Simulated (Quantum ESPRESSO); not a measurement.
Na under changes of volume

One of the cells (39.256 Å³/atom); the others are scaled copies at fixed shape and fractional positions:

```
Na
1.0
    -2.14100    2.14100    2.14100
     2.14100   -2.14100    2.14100
     2.14100    2.14100   -2.14100
Na
1
Direct
  0.00000 0.00000 0.00000
```

- Program: Quantum ESPRESSO 7.5
- Functional: r2SCAN
- Potentials or basis: SG15 PBE 1.2
- Cutoff: 952 eV
- Density cutoff: 3810 eV
- k mesh: 7 × 7 × 7
- Occupations: fermi-dirac, width 0.05 eV
- Spin: no spin polarisation

| volume (Å³/atom) | energy over the lowest point (meV/atom) | pressure (GPa) |
| --- | --- | --- |
| 36.901 | 1.63 | 0.1 |
| 37.686 | ? | ? |
| 38.471 | 0.00 | -0.2 |
| 39.256 | 0.37 | -0.4 |
| 40.041 | 1.42 | -0.5 |
| 40.827 | 3.04 | -0.6 |
| 41.612 | 5.21 | -0.7 |

Task: What does the run at 37.686 Å³/atom give?

Result: Energy over the lowest point 0.39 meV/atom; pressure -0.1 GPa.

Worked out: A Birch-Murnaghan fit of order 3 (a polynomial in V^(-2/3)) to the other rows has its minimum at 38.46 Å³/atom with B0 = V·E''(V) = 7.6 GPa and B' = 5.0. It gives 0.39 meV/atom at 37.686 Å³/atom, against the run's 0.39, and -dE/dV = 0.2 GPa, against -0.1.

Energies are extrapolated to zero smearing.

Caveats: the potentials were made for another functional, which shifts forces and pressure.
